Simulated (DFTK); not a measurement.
# BN (R3m) in DFTK: reference runs

Aim: a first look at BN with PBEsol, on the cell as given.

Everything below comes from runs of DFTK 0.8.2. Logs are shortened: lines on timing, memory, paths and dates and some standing lists are left out, and cuts for length are marked.

### Step 1. The structure

The structure is trigonal, space group R3m (No. 160). The conventional cell has a = 2.502 Å, b = 2.502 Å, c = 10.119 Å, α = 90.00°, β = 90.00°, γ = 120.00°. N (site symmetry 3m) is surrounded by 3 B at 1.44 Å. B (site symmetry 3m) has 3 N at 1.44 Å as nearest neighbours.

The cell is a database's computed one.

### Step 2. Single point, PBEsol

Contents of run.jl:

```julia
using DFTK
using PseudoPotentialData
using Unitful, UnitfulAtomic
using LinearAlgebra, Printf
include("save.jl")
disable_threading()

# lattice vectors are the columns
lattice = austrip(1u"Å") * [  1.2511217832  -1.2511217832            0.0;
             0.7223354983   0.7223354983  -1.4446709966;
             3.3729344033   3.3729344033   3.3729344033]
symbols   = [:N, :B]
positions = [[0.6672382, 0.6672382, 0.6672382],
             [0.0003288, 0.0003288, 0.0003288]]
pseudopotentials = PseudoFamily("dojo.nc.sr.pbesol.v0_4_1.standard.upf")
elements = Dict(s => ElementPsp(s, pseudopotentials) for s in unique(symbols))
atoms    = [elements[s] for s in symbols]

build_model(lattice, positions; symmetries=true) =
    model_DFT(lattice, atoms, positions;
              functionals=PBEsol(),
              temperature=austrip(0.05u"eV"),
              smearing=Smearing.FermiDirac(),
              symmetries)
Ecut  = 42.0  # hartree
kgrid = [12, 12, 12]
tol   = 1e-6
to_GPa = ustrip(uconvert(u"GPa", 1u"hartree/bohr^3"))

model = build_model(lattice, positions)
basis = PlaneWaveBasis(model; Ecut, kgrid)
display(basis)
scfres = self_consistent_field(basis;
                               tol,
                               nbandsalg=AdaptiveBands(model; n_bands_converge=9))
display(scfres.energies)
@printf "Fermi level: %.6f eV\n" ustrip(auconvert(u"eV", something(scfres.εF, NaN)))
forces = compute_forces_cart(scfres)
println("Forces (eV/Å)")
for (s, f) in zip(symbols, forces)
    @printf "%-3s %12.6f %12.6f %12.6f\n" s ustrip.(auconvert.(u"eV/Å", f))...
end
stress = compute_stresses_cart(scfres)
println("Stress (GPa)")
display(round.(stress * to_GPa; digits=4))
println("Levels at the first k-point (eV): ", round.(ustrip.(auconvert.(u"eV", scfres.eigenvalues[1][1:scfres.n_bands_converge])); digits=4))
save_scf!(scfres; forces, stress)
```

Potentials or basis: dojo.nc.sr.pbesol.v0_4_1.standard.upf (PBEsol).

On the command line:

```bash
> julia --threads=1 run.jl  # save.jl only writes the numbers to a file and isn't shown; printed stress counts tension as positive; times include loading and compiling
```

Standard output:

```text
PlaneWaveBasis discretization:

    Ecut                 : 42.0 Ha
    fft_size             : (45, 45, 45), 91125 total points
    kgrid                : MonkhorstPack([12, 12, 12])
    num.   red. kpoints  : 1728
    num. irred. kpoints  : 364

    Discretized Model(gga_x_pbe_sol+gga_c_pbe_sol, 3D):
        lattice (in Bohr)    : [2.36428   , -2.36428  , 0         ]
                               [1.36502   , 1.36502   , -2.73003  ]
                               [6.37392   , 6.37392   , 6.37392   ]
        unit cell volume     : 123.42 Bohr³

        atoms                : BN
        pseudopot. family    : PseudoFamily("dojo.nc.sr.pbesol.v0_4_1.standard.upf")

        num. electrons       : 8
        spin polarization    : none
        temperature          : 0.0018375 Ha
        smearing             : DFTK.Smearing.FermiDirac()

        terms                : Kinetic()
                               AtomicLocal()
                               AtomicNonlocal()
                               Ewald(nothing)
                               PspCorrection()
                               Hartree()
                               Xc(gga_x_pbe_sol, gga_c_pbe_sol)
                               Entropy()
n     Energy            log10(ΔE)   log10(Δρ)   Diag   Δtime
---   ---------------   ---------   ---------   ----   ------
  1   -13.30207046046                   -0.57    3.9    63.9s
  2   -13.34398244616       -1.38       -0.77    2.2    58.9s
  3   -13.36953451230       -1.59       -1.67    3.1    60.8s
  4   -13.36969683927       -3.79       -2.39    1.1    38.1s
  5   -13.36970415869       -5.14       -3.34    2.5    47.1s
  6   -13.36970436435       -6.69       -3.79    3.0    56.0s
  7   -13.36970437004       -8.24       -4.50    1.5    37.6s
  8   -13.36970437072       -9.17       -5.47    2.3    47.7s
  9   -13.36970437074      -10.86       -6.16    3.0    55.7s
Energy breakdown (in Ha):
    Kinetic             9.3341744
    AtomicLocal         -13.0590396
    AtomicNonlocal      -1.0778310
    Ewald               -9.0103824
    PspCorrection       0.5487904
    Hartree             4.1854669
    Xc                  -4.2908831
    Entropy             0.0000000

    total               -13.369704370737
Fermi level: 4.712629 eV
Forces (eV/Å)
N       0.000000    -0.000000    -0.003090
B      -0.000000     0.000000     0.003088
Stress (GPa)
3×3 StaticArraysCore.SMatrix{3, 3, Float64, 9} with indices SOneTo(3)×SOneTo(3):
 -1.4562   0.0     -0.0
  0.0     -1.4562  -0.0
  0.0      0.0     -0.4742
Levels at the first k-point (eV): [-15.1146, -1.5961, 1.3483, 1.3483, 7.6085, 14.36, 14.36, 15.7007, 17.3719]
```

Wall time 13 min (1 thread of Intel Xeon Platinum 8259CL at 2.50GHz (Skylake/Cascade Lake), shared host); peak memory 2.8 GiB.

Results:

| Property | Result |
| --- | --- |
| Free energy | -363.8082 eV |
| Pressure | 1.1 GPa |
| Largest force | 0.003 eV/Å |
| Band gap on the k mesh | 4.21 eV, indirect (least direct gap 4.65 eV) |

Forces in eV/Å, atoms in the order of the input:
```
N    0.000  0.000 -0.003
B    0.000  0.000  0.003
```
